Anyone who models molecules on magnesium with BLYP has to decide whether the same functional may also supply the stiffness of the metal. On the numbers below it should not, at least until the run has been repeated with finer sampling. BLYP's volume looks harmless, like one more step in a steady expansion. Its bulk modulus, however, lies about a sixth below the value that the other functionals imply at that volume.

Three sizes are worth remembering. Changing the functional can change the volume of this metal by ten percent or more. It does so as if a pressure of the order of one gigapascal had been switched on. The missing stiffness of BLYP corresponds to only about two millielectronvolts per atom at a volume change of 8%, so a bulk modulus can go wrong while the volume still looks sensible.

Mg in the simple cubic structure, computed by DFT with Ansatz 0.2.0 using plane waves (cutoff 420 eV), scalar-relativistic PAW datasets made for PBE, no spin polarisation and Fermi-Dirac smearing of width 0.1 eV. Volume, bulk modulus and its pressure derivative come from a third-order Birch-Murnaghan fit to energies extrapolated to zero smearing.

| functional | k mesh | volume per atom (Å³) | bulk modulus (GPa) | bulk modulus pressure derivative |
| --- | --- | --- | --- | --- |
| LDA | 12×12×12 | 25.93 | 25.0 | 3.87 |
| PBEsol | 12×12×12 | 26.92 | 23.9 | 3.83 |
| PBE | 17×17×17 | 27.55 | 22.8 | 3.97 |
| revPBE | 12×12×12 | 28.37 | 21.6 | 3.82 |
| RPBE | 12×12×12 | 28.55 | 21.4 | 3.83 |
| BLYP | 11×11×11 | 29.53 | 16.9 | 4.35 |

The volume per atom is called $V$ here. The bulk modulus $B$ is the pressure needed per relative change of volume: at 20 GPa, a compression by one percent takes 0.2 GPa. Its pressure derivative $B'$ tells how quickly the metal stiffens when squeezed. Simple cubic is not the stable structure of magnesium, which is hexagonal close-packed, so the rows are compared with one another and not with measurements on the real metal.

## Two columns that should move together

From LDA to RPBE the volume grows by 10% and the bulk modulus falls by 14%. Each percent of expansion thus costs roughly one and a half percent of stiffness. From RPBE to BLYP the volume grows by only 3.4%, yet the bulk modulus falls by 21%, which is about six percent for each percent of expansion. The failure shows in this ratio and in neither column read alone for its direction.

The expansion itself has a well-understood cause. LDA treats each point of the crystal as a piece of uniform electron gas. Gradient-corrected functionals of the PBE type give extra exchange energy to regions where the density varies strongly. Pulling the atoms apart makes the density between them more uneven, so such a functional gains energy when the lattice expands.

The stronger this enhancement, the larger the crystal. PBEsol has a weaker one than PBE, while revPBE and RPBE have stronger ones, and the volumes follow that order. A functional of the same construction with an enhancement between those of PBE and revPBE should therefore give a volume between theirs, and a bulk modulus between 21.6 and 22.8 GPa. BLYP is built differently, and there the second half of this rule breaks down.

## The functional as an added pressure

The link between the two columns can be put into a short model. PBE serves as the reference, because it is the only functional here whose atomic datasets were made for it. Let $P_\mathrm{PBE}(V)$ be the pressure of the PBE crystal at volume $V$. Another functional adds a pressure $p(V)$, counted positive when it pushes outward. The new crystal is at rest where the two cancel:

$$p(V) = -P_\mathrm{PBE}(V).$$

The volume of a row therefore fixes the added pressure. For the bulk modulus one must also know how this pressure changes when the crystal is squeezed. If it fades with expansion as $V^{-m}$, the definition $B=-V\,\mathrm{d}P/\mathrm{d}V$ gives

$$B = B_\mathrm{PBE}(V) + m\,p .$$

The first term is the stiffness of PBE magnesium stretched or squeezed to the new volume. The second appears because an outward push that grows under compression helps the crystal to resist. For LDA and PBEsol the signs are reversed: their added pressure pulls inward, and the pull strengthens under compression, which makes the crystal softer than squeezed PBE magnesium.

A constant pressure, $m=0$, is too simple for these functionals. It would take the bulk modulus from 28.8 GPa for LDA down to 19.7 GPa for RPBE, whereas the computed values run only from 25.0 to 21.4 GPa. The added pressure must therefore fade as the crystal expands. That is physically reasonable, since the energy gained by pulling atoms apart has to level off once they are well separated.

The exponent was found by least squares from the differences $B-B_\mathrm{PBE}(V)$ of LDA, PBEsol, revPBE and RPBE. The result is $m\approx2.3$, and it reproduces these four bulk moduli to about 0.2 GPa. PBE fits by construction. BLYP was left out for a physical reason: the other functionals all reduce to the correct uniform electron gas when the density is uniform, and BLYP does not. The exponent sums up four rows and should not be taken for a constant of magnesium.

## The estimate for BLYP, step by step

BLYP was no part of the fit, so its row shows whether the common rule extends to it. The PBE crystal must be stretched by the factor $29.53/27.55=1.072$ to reach BLYP's volume. With a bulk modulus that rises linearly with pressure, the stretched PBE crystal has

$$B_\mathrm{PBE}(V)\approx 22.8\times1.072^{-3.97}\approx17.3\ \mathrm{GPa}.$$

The outward pressure that holds it there is

$$p\approx\frac{22.8}{3.97}\left(1-1.072^{-3.97}\right)\approx1.4\ \mathrm{GPa}.$$

The fading of this pressure should add $2.3\times1.4\approx3.2$ GPa of stiffness, which makes about 20.5 GPa in all. The Birch-Murnaghan form of the PBE curve, used for the fit above, gives 20.3 GPa. The table has 16.9 GPa, which is 3.4 GPa or 17% below that model value.

The steps also show what kind of failure this is. BLYP comes close to the first term alone, as if the second were absent. Near its resting volume it behaves like PBE magnesium under a steady outward pull of 1.4 GPa. In the other functionals the added pressure changes with volume and so contributes to the stiffness; in this BLYP run it hardly changes at all.

The low value is not produced by the curve fitted to the energies. The stresses of the same BLYP run are 0.785 GPa at 4% compression and −0.567 GPa at 4% expansion. Their difference divided by the relative change of volume, $(0.785+0.567)/0.08$, is again 16.9 GPa. The softness is thus present in the calculated electronic states themselves, and its cause has to be sought in the functional, in its use with datasets made for PBE, or in the way these states were sampled.

## What is wrong with BLYP in a simple metal

The functional has a known weakness that applies here. Its correlation part, LYP, was built from the helium atom, where the density varies steeply. The valence electrons of magnesium are spread out far more evenly. For a uniform gas with magnesium's mean valence density, the LYP formula yields only a little over half of the correct correlation energy.

The consequence for the volume can be argued simply. Correlation lowers the energy more at higher density and so helps to hold the metal together. What counts for the volume is how quickly this gain grows with density, not its total size. In LYP it grows somewhat too slowly at magnesium's valence density, and this lets the lattice expand. Two valence electrons per atom, spread evenly over the PBE volume, give an outward pressure of a few tenths of a gigapascal from this error.

This is the right direction, but only a modest part of the 1.4 GPa that separates BLYP from PBE. At fixed volume the error even adds about 0.25 GPa of stiffness. The fitted rule would expect about 0.73 GPa from the same pressure, so the error accounts for only about 0.5 GPa of the deficit. The uniform-gas error is therefore a sound reason to distrust BLYP in a simple metal, though not a full account of this row. The gradient terms of BLYP's exchange and correlation may supply much of the rest, but the table does not separate them.

## What the k mesh may contribute

The other suspect is a setting. BLYP was sampled on an 11×11×11 mesh of k points, PBE on 17×17×17 and the other functionals on 12×12×12. In a metal some states lie right at the Fermi level, and a coarse mesh counts them unevenly as the volume changes. This puts small false bends into the energy curve, and the bulk modulus is a measure of bend.

How small a bend would be enough follows from the elastic energy. A deficit of 3.4 GPa, at a volume change of 8%, corresponds to

$$\tfrac12\times3.4\ \mathrm{GPa}\times29.5\ \text{Å}^3\times0.08^2\approx0.32\ \mathrm{GPa\,Å^3}\approx2\ \mathrm{meV}$$

per atom. The electronic entropy term, which is sensitive to the sampling at the Fermi level, is 2.6 meV smaller in BLYP than in PBE at the unscaled volumes. Most of that difference is a constant shift, which leaves the stiffness alone; only about 0.3 meV of it bends over the same range. The visible sign of the mesh is thus much smaller than the effect to be explained, but the mesh also acts on the band energies, where its share has not been tested for BLYP. The other rows give a hint: those on the 12×12×12 mesh and PBE on the finer one follow a common rule to about 0.2 GPa. This speaks against a mesh error of 3.4 GPa, though it does not exclude one on the still coarser mesh of BLYP.

The last column has to be read with the same care. On the 12×12×12 mesh $B'$ stays between 3.82 and 3.87 for four quite different functionals. PBE, whose volume lies in the middle of theirs, has 3.97, and BLYP has 4.35. The high BLYP value is no independent sign of poor sampling: the Birch-Murnaghan curve of PBE, stretched to BLYP's volume, already has a pressure derivative of about 4.3, and a steady pull would leave it there. The smaller gap between PBE and the four rows on the 12×12×12 mesh goes along with the change of mesh and should not be read as a property of the functionals.

For the decision at the start, this means that the BLYP bulk modulus should be held back. That the BLYP volume continues the column is no sign of accuracy, since the rows are sorted by volume. It lies 7% above the PBE value, part of this probably comes from the uniform-gas error, and its sampling is untested too. One BLYP run on the 17×17×17 mesh would show how much of the deficit belongs to the mesh. If the value stays near 17 GPa, the softness belongs to BLYP as used here, with datasets made for PBE; if it moves towards 20 GPa, the mesh was to blame.
